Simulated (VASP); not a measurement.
Here is a VASP 6.6.1 calculation.

INCAR

```
ALGO = Fast
EDIFF = 1E-6
EDIFFG = -0.01
ENCUT = 600
GGA = PE
IBRION = 2
ISIF = 3
ISMEAR = -1
ISPIN = 2
LASPH = T
LCHARG = F
LORBIT = 11
LREAL = F
LWAVE = F
MAGMOM = 0 0
NELECT = 9.0
NELM = 150
NSW = 60
PREC = Accurate
SIGMA = 0.0241
```

Contents of KPOINTS:

```
k-points
0
Gamma
  6 6 6
```

File POSCAR:

```
BeSe
1.0
    0.0000000000      2.5735910000      2.5735910000
    2.5735910000      0.0000000000      2.5735910000
    2.5735910000      2.5735910000      0.0000000000
Be Se
1 1
Direct
    0.0000000000      0.0000000000      0.0000000000
    0.2500000000      0.2500000000      0.2500000000
```

Potentials or basis: VASP PAW PBE potentials, release 64 (Be, Se).

Command:

```console
$ cat potpaw_PBE.64/Be/POTCAR potpaw_PBE.64/Se/POTCAR > POTCAR
$ mpirun -np 1 vasp_std > vasp.out
```

Question: Predict the band gap on the k mesh.

Answer: None (metal or under the smearing width).

Question: Predict the relaxed volume.

Answer: 45.74 Å³/atom.

Question: Predict the relaxed cell.

Answer: a = 5.058 Å, b = 5.058 Å, c = 5.058 Å, α = 60.00°, β = 60.00°, γ = 60.00°.

Question: Predict the space group after relaxing (to 0.05 Å).

Answer: F-43m (No. 216).

Step by step:
| step | energy change (eV) | largest force (eV/Å) | pressure (GPa) | volume (Å³) |
| --- | --- | --- | --- | --- |
| 1 | 0.0000 | 0.0000 | 46.67 | 34.09 |
| 2 | -3.3585 | 0.0000 | 5.83 | 64.93 |
| 3 | -3.6506 | 0.0000 | 2.07 | 77.41 |
| 4 | -3.6792 | 0.0000 | -0.91 | 106.95 |
| 5 | -3.7264 | 0.0000 | -0.27 | 95.01 |
| 6 | -3.7295 | 0.0000 | 0.00 | 91.48 |

Caveat: the cell carries a net charge on a neutralising background, which shifts energy and pressure; the cell is charged against a uniform background, so pressure and absolute levels hang on convention; the volume moved by over 15 % at a fixed basis, so the end points are rough; the volume moved by +168 % from the deposited cell, more than functionals usually miss. PBE usually gives volumes a little too large and moduli too small.
